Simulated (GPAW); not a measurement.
# ZnS (F-43m) in GPAW: a series of runs, part 2 of 2

GPAW 26.7.0.

### Step 4. Dielectric tensor, PBE

This run uses another cell than the first one, of 18.94 Å³/atom, 0.923 times its volume.

The input, run.py:

```python
import numpy as np
from ase import Atoms
from ase.dft.bandgap import bandgap
from ase.io import write
from gpaw import GPAW, PW
from gpaw.response.df import DielectricFunction

atoms = Atoms(['Zn', 'S'],
              cell=[[0.0, 2.6654820099, 2.6654820099],
                    [2.6654820099, 0.0, 2.6654820099],
                    [2.6654820099, 2.6654820099, 0.0]],
              scaled_positions=[[0.75, 0.75, 0.75],
                                [0.0, 0.0, 0.0]],
              pbc=True)

calc = GPAW(mode=PW(450),
            xc='PBE',
            kpts={'size': (7, 7, 7), 'gamma': True},
            occupations={'name': 'fermi-dirac', 'width': 0.001},
            nbands=18,
            convergence={'density': 1e-06},
            maxiter=150,
            txt='gpaw.txt')
atoms.calc = calc
energy = atoms.get_potential_energy()
calc.write('gs.gpw')
write('result.traj', atoms)
print(f'Energy: {energy:.6f} eV')
print('Fermi level:', round(calc.get_fermi_level(), 4), 'eV')
print(f'Gap: {bandgap(calc)[0]:.4f} eV, direct: {bandgap(calc, direct=True)[0]:.4f} eV')

for size in [(21, 21, 21)]:
    name = 'x'.join(str(n) for n in size)
    dense = calc.fixed_density(kpts={'size': size, 'gamma': True},
                               nbands=35, convergence={'bands': 29, 'eigenstates': 1e-7},
                               update_fermi_level=True, txt=f'dense-{name}.txt')
    dense.write(f'{name}.gpw', mode='all')
    df = DielectricFunction(f'{name}.gpw', frequencies=np.array([0.0]), hilbert=False, eta=0.001,
                            ecut=80, nbands=29, intraband=False, txt=f'df-{name}.txt')
    for xc in ['RPA']:
        for direction in ['x', 'y', 'z', [0, 1, 1], [1, 0, 1], [1, 1, 0]]:
            e0, e = df.get_macroscopic_dielectric_constant(xc=xc, direction=direction)
            print(f'{name} {xc} {direction}: {e0:.4f} without, {e:.4f} with local fields')
```

Potentials or basis: GPAW PAW data sets (gpaw-data 1.2.1), pw.

Launch:

```console
> OMP_NUM_THREADS=1 python run.py
```

gpaw.txt:

```text
__  _  _
 | _ |_)|_||  |
 |__||  | ||/\| - 26.7.0

Input parameters:
  mode=PW(ecut=450.00000000000006),
  convergence={'density': 1e-06},
  kpts=MonkhorstPack(size=(7, 7, 7), gamma=True),
  maxiter=150,
  nbands=18,
  occupations=Occupations(name='fermi-dirac', width=0.001),
  xc=XC(name='PBE')

Diagonalizing LCAO Hamiltonian
Converting LCAO to pw mode

                    Zn

       S

Atoms  # Å, Bohr magnetons
|   | symbol |        x |        y |        z |    initial magnetic moments |
|---|--------|----------|----------|----------|-----------------------------|
| 0 |     Zn | 3.998223 | 3.998223 | 3.998223 | ( 0.0000,  0.0000,  0.0000) |
| 1 |      S | 0.000000 | 0.000000 | 0.000000 | ( 0.0000,  0.0000,  0.0000) |

Unit cell  # Å
| periodic |        x |        y |        z |  lengths |    angles |
|----------|----------|----------|----------|----------|-----------|
|      yes | 0.000000 | 2.665482 | 2.665482 | 3.769561 | 60.000000 |
|      yes | 2.665482 | 0.000000 | 2.665482 | 3.769561 | 60.000000 |
|      yes | 2.665482 | 2.665482 | 0.000000 | 3.769561 | 60.000000 |

Number of symmetries: 24
Symmetry operations  # r_c * U_cc + t_c -> r_c
|    | kind |            matrix            |
|----|------|------------------------------|
|  0 |  E   |  1, 0, 0,  0, 1, 0,  0, 0, 1 |
|  1 |  σ   |  1, 0, 0,  0, 0, 1,  0, 1, 0 |
|  2 |  σ   |  1, 0,-1,  0, 1,-1,  0, 0,-1 |
|  3 |  C3  |  1, 0,-1,  0, 0,-1,  0, 1,-1 |
|  4 |  C3  |  1,-1, 0,  0,-1, 1,  0,-1, 0 |
|  5 |  σ   |  1,-1, 0,  0,-1, 0,  0,-1, 1 |
|  6 |  σ   |  0, 1, 0,  1, 0, 0,  0, 0, 1 |
|  7 |  C3  |  0, 1, 0,  0, 0, 1,  1, 0, 0 |
|  8 |  C2  |  0, 1,-1,  1, 0,-1,  0, 0,-1 |
|  9 |  S4  |  0, 1,-1,  0, 0,-1,  1, 0,-1 |
| 10 |  C3  |  0, 0, 1,  1, 0, 0,  0, 1, 0 |
| 11 |  σ   |  0, 0, 1,  0, 1, 0,  1, 0, 0 |
| 12 |  S4  |  0, 0,-1,  1, 0,-1,  0, 1,-1 |
| 13 |  C3  |  0, 0,-1,  0, 1,-1,  1, 0,-1 |
| 14 |  S4  |  0,-1, 1,  1,-1, 0,  0,-1, 0 |
| 15 |  C2  |  0,-1, 1,  0,-1, 0,  1,-1, 0 |
| 16 |  C3  |  0,-1, 0,  1,-1, 0,  0,-1, 1 |
| 17 |  S4  |  0,-1, 0,  0,-1, 1,  1,-1, 0 |
| 18 |  S4  | -1, 1, 0, -1, 0, 1, -1, 0, 0 |
| 19 |  C3  | -1, 1, 0, -1, 0, 0, -1, 0, 1 |
| 20 |  C3  | -1, 0, 1, -1, 1, 0, -1, 0, 0 |
| 21 |  S4  | -1, 0, 1, -1, 0, 0, -1, 1, 0 |
| 22 |  σ   | -1, 0, 0, -1, 1, 0, -1, 0, 1 |
| 23 |  C2  | -1, 0, 0, -1, 0, 1, -1, 1, 0 |

BZ-sampling:
  Number of BZ points: 343
  Number of IBZ points: 20

  Monkhorst-Pack size: [7, 7, 7]
  Monkhorst-Pack shift: [0, 0, 0]
[... 57 lines left out ...]
    |   4s |  2.000 |      -5.977 |    1.286 |
    |   4p |  0.000 |      -1.117 |    1.270 |
    |   3d | 10.000 |     -10.142 |    1.180 |
    |    s |        |      21.234 |    1.286 |
    |    p |        |      26.095 |    1.270 |
    |    d |        |      17.070 |    1.180 |

    Using partial waves for Zn as LCAO basis

  S:
    name:    Sulfur
    Z:       16.0
    valence: 6
    core:    10
    charge:  0.0  # [|e|]
    compensation charges:
      type: gauss
      rc: 0.24  # [Å]
      lmax: 2
    cutoffs:
      filter: 1.77  # [Å]
      core: 1.66  # [Å]
    projectors
    | kind |    occ | energy [eV] | rcut [Å] |
    |------|--------|-------------|----------|
    |   3s |  2.000 |     -17.254 |    0.974 |
    |   3p |  4.000 |      -7.008 |    0.979 |
    |    s |        |       9.957 |    0.974 |
    |    p |        |      20.203 |    0.979 |
    |    d |        |       0.000 |    0.900 |

    Using partial waves for S as LCAO basis

Reference energy: -59718.946550  # eV

eigensolver:
  PPCG
  Converge bands: occupied
  niter=2

density mixing:
  MSR1-Mixer
  Pratt-step length: 0.05
  Maximum mixing coefficient: 0.75
  Old densities: 10
  SVD Regularization: 0.005
  Good broyden scale: 1.0
  Trust region scale: 1.0
  Backstep threshold: 4.0
  History deletion threshold: 6.0
  Fourier metric: weight=20.0, sigma=0.015

occupation numbers:
  Fermi-Dirac:
    width: 0.0010  # eV

poisson solver:
  ecut: 3600.0000000000005  # eV

xc functional:
  name: PBE with 2 nearest neighbor stencil

convergence criteria:
- Maximum integral of absolute [dens]ity change: 1e-06 electrons / valence electron
- Maximum [total energy] change in last 3 cyles: 0.0005 eV / valence electron
- Maximum integral of absolute [eigenst]ate change: 4e-08 eV^2 / valence electron
maximum number of iterations: 150

SCF iterations
|iter     | |      energy | eigst |  dens |
|---------|-|-------------|-------|-------|
|iter:   1| |   -7.240017 | -0.17 |       |
|iter:   2| |   -7.153143 | -1.83 | -1.19 |
|iter:   3| |   -6.867606 | -1.54 | -1.23 |
|iter:   4| |   -6.868127 | -2.76 | -1.79 |
|iter:   5| |   -6.869647c| -3.87 | -2.23 |
|iter:   6| |   -6.869621c| -4.50 | -3.04 |
|iter:   7| |   -6.869643c| -5.31 | -3.55 |
|iter:   8| |   -6.869650c| -6.19 | -3.87 |
|iter:   9| |   -6.869650c| -8.38c| -5.00 |
|iter:  10| |   -6.869650c| -7.67c| -5.42 |
|iter:  11| |   -6.869650c| -9.23c| -6.37c|

Converged in 11 steps
Energy contributions relative to reference atoms: (reference = -59718.946550)

Energy contributions:
  Kinetic:          13.388991
  Coulomb:         -11.099856
  Zero:              0.009531
  External:          0.000000
  Xc:               -9.168316
  Entropy:          -0.000000
  Spinorbit:         0.000000
  ----------------------------
  Free energy:      -6.869650
  Extrapolated:     -6.869650

dipole moment: (-14.324152, -14.324152, -14.324152)  # |e|*Ang

Fermi level: 5.045
Eigenvalues  # (at kpt = [0.000, 0.000, 0.000])
| band index |      eig [eV] | occ [0-2] |
|------------|---------------|-----------|
|          0 |        -9.219 |     2.000 |
|          1 |        -2.273 |     2.000 |
|          2 |        -2.273 |     2.000 |
|          3 |        -2.273 |     2.000 |
|          4 |        -1.731 |     2.000 |
|          5 |        -1.731 |     2.000 |
[... 10 lines left out ...]
|         16 |        18.887 |     0.000 |
|         17 |        18.887 |     0.000 |

Gap: 2.284 eV
Transition (v -> c):
  (s=0, k=0, n=8, [0.00, 0.00, 0.00]) -> (s=0, k=0, n=9, [0.00, 0.00, 0.00])
No difference between direct/indirect transitions
# Writing to gs.gpw (mode='')
```

stdout:

```text
Energy: -6.869650 eV
Fermi level: 5.0452 eV
Gap: 2.2839 eV, direct: 2.2839 eV
21x21x21 RPA x: 6.2574 without, 5.5632 with local fields
21x21x21 RPA y: 6.2574 without, 5.5632 with local fields
21x21x21 RPA z: 6.2574 without, 5.5632 with local fields
21x21x21 RPA [0, 1, 1]: 6.2574 without, 5.5632 with local fields
21x21x21 RPA [1, 0, 1]: 6.2574 without, 5.5632 with local fields
21x21x21 RPA [1, 1, 0]: 6.2574 without, 5.5632 with local fields
```

Run time: 2.9 min. Hardware: 1 thread of Arm Neoverse V1, shared host; peak memory 0.46 GiB.

Results:

| Quantity | Value |
| --- | --- |
| Free energy | -6.8697 eV |
| Band gap on the k mesh | 2.28 eV, direct |
| Electronic dielectric tensor (diagonal) | 5.56 |

Electronic dielectric tensor:
```
5.56 0.00 0.00
0.00 5.56 0.00
0.00 0.00 5.56
```

Caveat: the long-wavelength limit can be off by several per cent where d states take part; an odd mesh through Γ misses points on the zone boundary, where band edges often lie.

### Step 5. Dielectric tensor, PBE

This run uses another cell than the first one, of 19.33 Å³/atom, 0.942 times its volume.

run.py: that of step 4 with these lines changed.

```diff
@@ -8,5 +8,5 @@
 atoms = Atoms(['Zn', 'S'],
-              cell=[[0.0, 2.6654820099, 2.6654820099],
-                    [2.6654820099, 0.0, 2.6654820099],
-                    [2.6654820099, 2.6654820099, 0.0]],
+              cell=[[0.0, 2.6838652254, 2.6838652254],
+                    [2.6838652254, 0.0, 2.6838652254],
+                    [2.6838652254, 2.6838652254, 0.0]],
               scaled_positions=[[0.75, 0.75, 0.75],
```

Potentials or basis: GPAW PAW data sets (gpaw-data 1.2.1), pw.

Launch:

```console
> OMP_NUM_THREADS=1 python run.py
```

gpaw.txt:

```text
__  _  _
 | _ |_)|_||  |
 |__||  | ||/\| - 26.7.0

Input parameters:
  mode=PW(ecut=450.00000000000006),
  convergence={'density': 1e-06},
  kpts=MonkhorstPack(size=(7, 7, 7), gamma=True),
  maxiter=150,
  nbands=18,
  occupations=Occupations(name='fermi-dirac', width=0.001),
  xc=XC(name='PBE')

Diagonalizing LCAO Hamiltonian
Converting LCAO to pw mode

                    Zn

       S

Atoms  # Å, Bohr magnetons
|   | symbol |        x |        y |        z |    initial magnetic moments |
|---|--------|----------|----------|----------|-----------------------------|
| 0 |     Zn | 4.025798 | 4.025798 | 4.025798 | ( 0.0000,  0.0000,  0.0000) |
| 1 |      S | 0.000000 | 0.000000 | 0.000000 | ( 0.0000,  0.0000,  0.0000) |

Unit cell  # Å
| periodic |        x |        y |        z |  lengths |    angles |
|----------|----------|----------|----------|----------|-----------|
|      yes | 0.000000 | 2.683865 | 2.683865 | 3.795559 | 60.000000 |
|      yes | 2.683865 | 0.000000 | 2.683865 | 3.795559 | 60.000000 |
|      yes | 2.683865 | 2.683865 | 0.000000 | 3.795559 | 60.000000 |

Number of symmetries: 24
Symmetry operations  # r_c * U_cc + t_c -> r_c
|    | kind |            matrix            |
|----|------|------------------------------|
|  0 |  E   |  1, 0, 0,  0, 1, 0,  0, 0, 1 |
|  1 |  σ   |  1, 0, 0,  0, 0, 1,  0, 1, 0 |
|  2 |  σ   |  1, 0,-1,  0, 1,-1,  0, 0,-1 |
|  3 |  C3  |  1, 0,-1,  0, 0,-1,  0, 1,-1 |
|  4 |  C3  |  1,-1, 0,  0,-1, 1,  0,-1, 0 |
|  5 |  σ   |  1,-1, 0,  0,-1, 0,  0,-1, 1 |
|  6 |  σ   |  0, 1, 0,  1, 0, 0,  0, 0, 1 |
|  7 |  C3  |  0, 1, 0,  0, 0, 1,  1, 0, 0 |
|  8 |  C2  |  0, 1,-1,  1, 0,-1,  0, 0,-1 |
|  9 |  S4  |  0, 1,-1,  0, 0,-1,  1, 0,-1 |
| 10 |  C3  |  0, 0, 1,  1, 0, 0,  0, 1, 0 |
| 11 |  σ   |  0, 0, 1,  0, 1, 0,  1, 0, 0 |
| 12 |  S4  |  0, 0,-1,  1, 0,-1,  0, 1,-1 |
| 13 |  C3  |  0, 0,-1,  0, 1,-1,  1, 0,-1 |
| 14 |  S4  |  0,-1, 1,  1,-1, 0,  0,-1, 0 |
| 15 |  C2  |  0,-1, 1,  0,-1, 0,  1,-1, 0 |
| 16 |  C3  |  0,-1, 0,  1,-1, 0,  0,-1, 1 |
| 17 |  S4  |  0,-1, 0,  0,-1, 1,  1,-1, 0 |
| 18 |  S4  | -1, 1, 0, -1, 0, 1, -1, 0, 0 |
| 19 |  C3  | -1, 1, 0, -1, 0, 0, -1, 0, 1 |
| 20 |  C3  | -1, 0, 1, -1, 1, 0, -1, 0, 0 |
| 21 |  S4  | -1, 0, 1, -1, 0, 0, -1, 1, 0 |
| 22 |  σ   | -1, 0, 0, -1, 1, 0, -1, 0, 1 |
| 23 |  C2  | -1, 0, 0, -1, 0, 1, -1, 1, 0 |

BZ-sampling:
  Number of BZ points: 343
  Number of IBZ points: 20

  Monkhorst-Pack size: [7, 7, 7]
  Monkhorst-Pack shift: [0, 0, 0]
[... 57 lines left out ...]
    |   4s |  2.000 |      -5.977 |    1.286 |
    |   4p |  0.000 |      -1.117 |    1.270 |
    |   3d | 10.000 |     -10.142 |    1.180 |
    |    s |        |      21.234 |    1.286 |
    |    p |        |      26.095 |    1.270 |
    |    d |        |      17.070 |    1.180 |

    Using partial waves for Zn as LCAO basis

  S:
    name:    Sulfur
    Z:       16.0
    valence: 6
    core:    10
    charge:  0.0  # [|e|]
    compensation charges:
      type: gauss
      rc: 0.24  # [Å]
      lmax: 2
    cutoffs:
      filter: 1.77  # [Å]
      core: 1.66  # [Å]
    projectors
    | kind |    occ | energy [eV] | rcut [Å] |
    |------|--------|-------------|----------|
    |   3s |  2.000 |     -17.254 |    0.974 |
    |   3p |  4.000 |      -7.008 |    0.979 |
    |    s |        |       9.957 |    0.974 |
    |    p |        |      20.203 |    0.979 |
    |    d |        |       0.000 |    0.900 |

    Using partial waves for S as LCAO basis

Reference energy: -59718.946550  # eV

eigensolver:
  PPCG
  Converge bands: occupied
  niter=2

density mixing:
  MSR1-Mixer
  Pratt-step length: 0.05
  Maximum mixing coefficient: 0.75
  Old densities: 10
  SVD Regularization: 0.005
  Good broyden scale: 1.0
  Trust region scale: 1.0
  Backstep threshold: 4.0
  History deletion threshold: 6.0
  Fourier metric: weight=20.0, sigma=0.015

occupation numbers:
  Fermi-Dirac:
    width: 0.0010  # eV

poisson solver:
  ecut: 3600.0000000000005  # eV

xc functional:
  name: PBE with 2 nearest neighbor stencil

convergence criteria:
- Maximum integral of absolute [dens]ity change: 1e-06 electrons / valence electron
- Maximum [total energy] change in last 3 cyles: 0.0005 eV / valence electron
- Maximum integral of absolute [eigenst]ate change: 4e-08 eV^2 / valence electron
maximum number of iterations: 150

SCF iterations
|iter     | |      energy | eigst |  dens |
|---------|-|-------------|-------|-------|
|iter:   1| |   -7.260556 | -0.19 |       |
|iter:   2| |   -7.173714 | -1.84 | -1.18 |
|iter:   3| |   -6.888588 | -1.53 | -1.23 |
|iter:   4| |   -6.888882 | -2.76 | -1.79 |
|iter:   5| |   -6.890304c| -3.87 | -2.23 |
|iter:   6| |   -6.890263c| -4.46 | -3.03 |
|iter:   7| |   -6.890285c| -5.32 | -3.54 |
|iter:   8| |   -6.890291c| -6.17 | -3.87 |
|iter:   9| |   -6.890291c| -8.37c| -4.95 |
|iter:  10| |   -6.890291c| -7.68c| -5.39 |
|iter:  11| |   -6.890291c| -9.18c| -6.32c|

Converged in 11 steps
Energy contributions relative to reference atoms: (reference = -59718.946550)

Energy contributions:
  Kinetic:          12.243130
  Coulomb:         -10.238804
  Zero:              0.013443
  External:          0.000000
  Xc:               -8.908061
  Entropy:          -0.000000
  Spinorbit:         0.000000
  ----------------------------
  Free energy:      -6.890291
  Extrapolated:     -6.890291

dipole moment: (-14.453330, -14.453330, -14.453330)  # |e|*Ang

Fermi level: 4.763
Eigenvalues  # (at kpt = [0.000, 0.000, 0.000])
| band index |      eig [eV] | occ [0-2] |
|------------|---------------|-----------|
|          0 |        -9.303 |     2.000 |
|          1 |        -2.418 |     2.000 |
|          2 |        -2.418 |     2.000 |
|          3 |        -2.418 |     2.000 |
|          4 |        -1.900 |     2.000 |
|          5 |        -1.900 |     2.000 |
[... 10 lines left out ...]
|         16 |        18.585 |     0.000 |
|         17 |        18.585 |     0.000 |

Gap: 2.193 eV
Transition (v -> c):
  (s=0, k=0, n=8, [0.00, 0.00, 0.00]) -> (s=0, k=0, n=9, [0.00, 0.00, 0.00])
No difference between direct/indirect transitions
# Writing to gs.gpw (mode='')
```

df-21x21x21.txt:

```text
FrequencyGridDescriptor(from 0.000 to 0.000 eV, 1 points)
FrequencyGridDescriptor(from 0.000 to 0.000 eV, 1 points)

Calculating chi0 body with:
    Ground state adapter containing:
    Number of spins: 1
    Number of kpoints: 9261
    Number of irreducible kpoints: 286
    Number of completely occupied states: 9
    Number of partially occupied states: 9

    Linear response parametrization:
    q_c: [0.0, 0.0, 0.0]
    Number of frequency points: 1
    Planewave cutoff: 80.0
    Number of bands: 29
    Number of planewaves: 59
    Broadening (eta): 0.001

Integrating chi0 body.

Symmetries of q_c:
    Direct symmetries (Uq -> q): 24
    Indirect symmetries (TUq -> q): 24
In total 48 allowed symmetries.

Integral kind: response function

Calculating chi0 optical extensions with:
    Ground state adapter containing:
    Number of spins: 1
    Number of kpoints: 9261
    Number of irreducible kpoints: 286
    Number of completely occupied states: 9
    Number of partially occupied states: 9

    Linear response parametrization:
    Number of frequency points: 1
    Planewave cutoff: 80.0
    Number of bands: 29
    Number of planewaves: 59
    Broadening (eta): 0.001
Integrating chi0 head and wings.

Symmetries of q_c:
    Direct symmetries (Uq -> q): 24
    Indirect symmetries (TUq -> q): 24
In total 48 allowed symmetries.

Integral kind: response function wings

Finished calculating chi0
```

It took 2.8 min on 1 thread of Arm Neoverse V1, shared host; peak memory 0.47 GiB.

What came out:

```yaml
Free_energy: -6.8903 eV
Band_gap_on_the_k_mesh: 2.19 eV, direct
Electronic_dielectric_tensor_diagonal: 5.56
```

Electronic dielectric tensor:
```
5.56 0.00 0.00
0.00 5.56 0.00
0.00 0.00 5.56
```

Caveat: the long-wavelength limit can be off by several per cent where d states take part; an odd mesh through Γ misses points on the zone boundary, where band edges often lie.

### Step 6. Overview

| cell | gap on the mesh (eV) |
| --- | --- |
| F-43m, 20.52 Å³/atom | 1.94 |
| F-43m, 18.54 Å³/atom | 2.38 |
| F-43m, 18.94 Å³/atom | 2.28 |
| F-43m, 19.33 Å³/atom | 2.19 |

Alike in all rows: task dielectric tensor; level PBE; potentials or basis GPAW PAW data sets (gpaw-data 1.2.1), pw; no spin polarisation; k mesh 7 × 7 × 7; cutoff (eV) 450; smearing fermi-dirac 0.001 eV.

On the cell as given the gap runs from 1.94 eV (PBE) to 2.38 eV (PBE).

Caveats: the long-wavelength limit can be off by several per cent where d states take part; an odd mesh through Γ misses points on the zone boundary, where band edges often lie.

Total energies depend on the potentials used, so only differences within one code and one set of settings carry meaning.

### Step 7. Against experiment

Step 2. The gap isn't set beside the deposited one, since this odd mesh misses points on the zone boundary. Against the measured high-frequency dielectric constant of ZnS, 5.14 (a printed reference work, monograph), the calculated 5.59 is off by +8.8 %.

Step 3. The gap isn't set beside the deposited one, since this odd mesh misses points on the zone boundary. Against the measured high-frequency dielectric constant of ZnS, 5.14 (a printed reference work, monograph), the calculated 5.57 is off by +8.3 %.

Step 4. The gap isn't set beside the deposited one, since this odd mesh misses points on the zone boundary. Against the measured high-frequency dielectric constant of ZnS, 5.14 (a printed reference work, monograph), the calculated 5.56 is off by +8.2 %.

Step 5. The gap isn't set beside the deposited one, since this odd mesh misses points on the zone boundary. Measured high-frequency dielectric constant of ZnS: 5.14 (a printed reference work, monograph). This calculation gives 5.56 (+8.2 %).
